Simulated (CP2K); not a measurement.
## Al2Au under changes of volume

One of the cells (18.000 Å³/atom); the others are scaled copies at fixed shape and fractional positions:

```
Au Al
1.0
     4.24264    0.00000    0.00000
     2.12132    3.67423    0.00000
     2.12132    1.22474    3.46410
Au Al
1 2
Direct
  0.00000 0.00000 0.00000
  0.75000 0.75000 0.75000
  0.25000 0.25000 0.25000
```

```yaml
Program: CP2K 2026.2
Functional: PBEsol
Potentials_or_basis: POTENTIAL_UZH Au GTH-PBE-q11, Al GTH-PBE-q3; TZVP-MOLOPT-PBE-GTH basis
Density_cutoff: 6803 eV
k_mesh: 8 × 8 × 8
Occupations: fermi-dirac, width 0.05 eV
Spin: no spin polarisation
```

| volume (Å³/atom) | energy over the lowest point (meV/atom) | pressure (GPa) |
| --- | --- | --- |
| 16.920 | ? | ? |
| 17.280 | 28.58 | 8.4 |
| 17.640 | 13.18 | 5.5 |
| 18.000 | 3.88 | 2.9 |
| 18.360 | 0.00 | 0.7 |
| 18.720 | 0.96 | -1.4 |
| 19.080 | 6.22 | -3.2 |

Task: What does the run at 16.920 Å³/atom give?

Result: Energy over the lowest point 50.79 meV/atom; pressure 11.6 GPa.

Worked out: A Birch-Murnaghan fit of order 3 (a polynomial in V^(-2/3)) to the other rows has its minimum at 18.46 Å³/atom with B0 = V·E''(V) = 107 GPa and B' = 4.9. It gives 50.83 meV/atom at 16.920 Å³/atom, against the run's 50.79, and -dE/dV = 11.5 GPa, against 11.6.

Energies are extrapolated to zero smearing.

Caveats: with these potentials and basis sets, volumes of gold and of layered tellurides can stand 1.5 % and more from those of plane-wave programs; the potentials were made for another functional, which shifts forces and pressure; the basis of atomic orbitals isn't converged, which shifts pressures, moduli and gaps.
